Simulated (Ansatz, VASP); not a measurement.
**One calculation of MgO, two programs**

Contents of INCAR:

```
SYSTEM = MgO
ALGO     = Normal         ! electronic algorithm
EDIFF    = 1E-6           ! SCF threshold, eV
ENCUT    = 520            ! plane-wave cutoff, eV
GGA      = PS             ! functional
ISIF     = 2              ! what is computed and relaxed
ISMEAR   = 0              ! smearing method
LASPH    = .TRUE.         ! aspherical terms in the spheres
LCHARG   = .FALSE.        ! write CHGCAR
LREAL    = .FALSE.        ! projectors in reciprocal space
LWAVE    = .FALSE.        ! write WAVECAR
NBANDS   = 16             ! bands
NELM     = 100            ! most SCF steps
PREC     = Accurate       ! precision mode
SIGMA    = 0.05           ! smearing width, eV
```

File KPOINTS:

```
k-points
0
G
  9 9 6
  0 0 0
```

The input POSCAR:

```
MgO
1.0
    3.3722815741      0.0000000000      0.0000000000
   -1.6861407870      2.9204815119      0.0000000000
    0.0000000000      0.0000000000      4.8166297723
Mg O
2 2
Direct
    0.3333333333      0.6666666667      0.0272667940
    0.6666666667      0.3333333333      0.5272667940
    0.3333333333      0.6666666667      0.4009416620
    0.6666666667      0.3333333333      0.9009416620
```

Input for Ansatz:

```yaml
crystal:
  lattice:
    - [3.3722815741, 0.0, 0.0]
    - [-1.686140787, 2.9204815119, 0.0]
    - [0.0, 0.0, 4.8166297723]
  atoms:
    - { symbol: Mg, position: [0.3333333333, 0.6666666667, 0.027266794] }
    - { symbol: Mg, position: [0.6666666667, 0.3333333333, 0.527266794] }
    - { symbol: O, position: [0.3333333333, 0.6666666667, 0.400941662] }
    - { symbol: O, position: [0.6666666667, 0.3333333333, 0.900941662] }
basis:
  ecutwfc: 520.0
kpoints:
  mp_grid: { grid: [9, 9, 6] }
hamiltonian:
  xc: pbesol
  pseudopotentials: { kind: paw, azcp: { folder: soft_1 } }
scf:
  occupations: { method: gaussian, width: 0.05 }
output:
  forces: true
  stress: true
  eigenvalues: true
  write_density: true
  write_potential: true
  elf: true
  volumetric_format: npy
```

Alike in both runs: task single point; functional PBEsol; k mesh 9 × 9 × 6; occupations gaussian, width 0.05 eV; no spin polarisation.

|  | VASP | Ansatz |
| --- | --- | --- |
| version | VASP 6.6.1 | Ansatz 0.2.0 |
| potentials or method | VASP PAW PBE potentials, release 64 (Mg, O) | scalar-relativistic, plane waves, PAW |
| plane-wave cutoff (eV) | 520 | 520 |
| valence electrons in the cell | 16 | 32 |

|  | VASP | Ansatz | Ansatz less VASP |
| --- | --- | --- | --- |
| gap on the k mesh at the Fermi level (eV) | 3.40 | 3.40 | +0.001 |
| least direct gap on the mesh (eV) | 3.40 | 3.40 | +0.001 |
| pressure (GPa) | 4.0 | 4.1 | +0.15 |
| largest component of the traceless stress (GPa) | 22.15 | 21.61 | -0.534 |
| rms of the force components (eV/Å) | 1.385 | 1.353 | -0.0326 |

Atom by atom the forces differ by 0.033 eV/Å (rms over components). The two sets of potentials don't hold the same shells in valence. Ansatz warned: «pseudo_functional_mismatch».

Caveats: the PAW data sets were made with another functional, which shifts forces and pressure a little (VASP); an odd mesh through Γ misses points on the zone boundary, where band edges often lie.
